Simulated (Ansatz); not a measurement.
Theory: Ansatz 0.2.0, DFT PBE, scalar-relativistic, plane waves, PAW. Each cell gets a short relaxation within its symmetry: 420 eV, a coarse mesh through Γ, smearing of 0.15 eV, at most 16 steps to 0.08 eV/Å and 0.8 GPa. Magnetic atoms start with parallel moments. Energies are free energies per atom, good to about 0.1 eV/atom between metallic cells, end volumes are rough, and groups of ends are read at 0.1 Å.

Two trial cells of CoH₃, not yet relaxed:

A.

```
CELL_PARAMETERS angstrom
2.99357 0.00000 0.00000
-1.49678 2.59251 0.00000
0.00000 0.00000 5.01146
ATOMIC_POSITIONS crystal
Co 0.00000 0.00000 0.50000
H 0.33333 0.66667 0.00000
H 0.66667 0.33333 0.00000
H 0.00000 0.00000 0.00000
```

B.

```
CELL_PARAMETERS angstrom
2.11279 1.21982 3.74293
-2.11279 1.21982 3.74293
0.00000 -2.43964 3.74293
ATOMIC_POSITIONS crystal
Co 0.50000 0.50000 0.50000
Co 0.00000 0.00000 0.00000
H 0.37800 0.12200 0.75000
H 0.75000 0.37800 0.12200
H 0.12200 0.75000 0.37800
H 0.62200 0.87800 0.25000
H 0.25000 0.62200 0.87800
H 0.87800 0.25000 0.62200
```

Task: Does the order of the two change on relaxation?

Result: As given, B is lower by 1.15 eV/atom. Relaxed, B is lower by 0.66 eV/atom, so the order holds. A goes from P6/mmm at 9.7 Å³/atom to P6/mmm at 6.6 Å³/atom and gains 0.56 eV/atom. B goes from R-3c at 7.2 Å³/atom to R-3c at 5.6 Å³/atom and gains 0.07 eV/atom. The closest pair in A goes from H–H at 1.73 Å to H–H at 1.34 Å. The closest pair in B goes from Co–H at 1.63 Å to Co–H at 1.58 Å. At the end: counting H atoms around Co (those within 1.25 times the shortest such distance or 1.15 times the sum of covalent radii, 1.27 where that leaves under three; a plus sign parts nearer from farther groups; the shortest distance is added where it exceeds 1.18 times the sum of covalent radii), A has Co 2+12 from 2.8 Å and B has Co 6.

No dispersion correction is applied, so the spacing and binding between layers, chains or molecules are poorly described (P6/mmm), and this can change margins and order among such cells. With hydrogen, zero-point motion can shift such differences by 10 meV/atom or more. Other magnetic orders may lie lower.
